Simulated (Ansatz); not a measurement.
**Sb in Ansatz: the effect of functional**

The system is Sb.

```
CELL_PARAMETERS angstrom
3.16349 0.00000 0.00000
0.00000 4.40473 0.00000
-0.03943 0.00000 4.46383
ATOMIC_POSITIONS crystal
Sb 0.01139 0.25000 0.24117
Sb 0.98861 0.75000 0.75883
```

This isn't the form of Sb at room conditions, which is rhombohedral.

The cell isn't the ideal one: volume scaled by 1.04.

Alike in all runs:

* Program: Ansatz 0.2.0
* Task: single point
* Potentials or basis: Ansatz PAW
* k mesh: 9 × 6 × 6
* Occupations: fermi-dirac, width 0.05 eV
* Spin: no spin polarisation

```tsv
functional	cutoff	pressure (GPa)	largest force (eV/Å)
LDA	420 eV (not typed: the program's choice for these potentials)	-5.0	0.06
PBEsol	420 eV (not typed: the program's choice for these potentials)	?	?
r2SCAN	500 eV (not typed: the program's choice for these potentials)	-2.8	0.07
```

Problem. What does the run with functional PBEsol give?

Solution. Pressure -4.0 GPa; largest force 0.04 eV/Å.

Caveats: the PAW data sets come from PBE, with cores solved anew for the run's functional, which leaves a small shift of forces and pressure.

Runs at the PBE level aren't shown here.
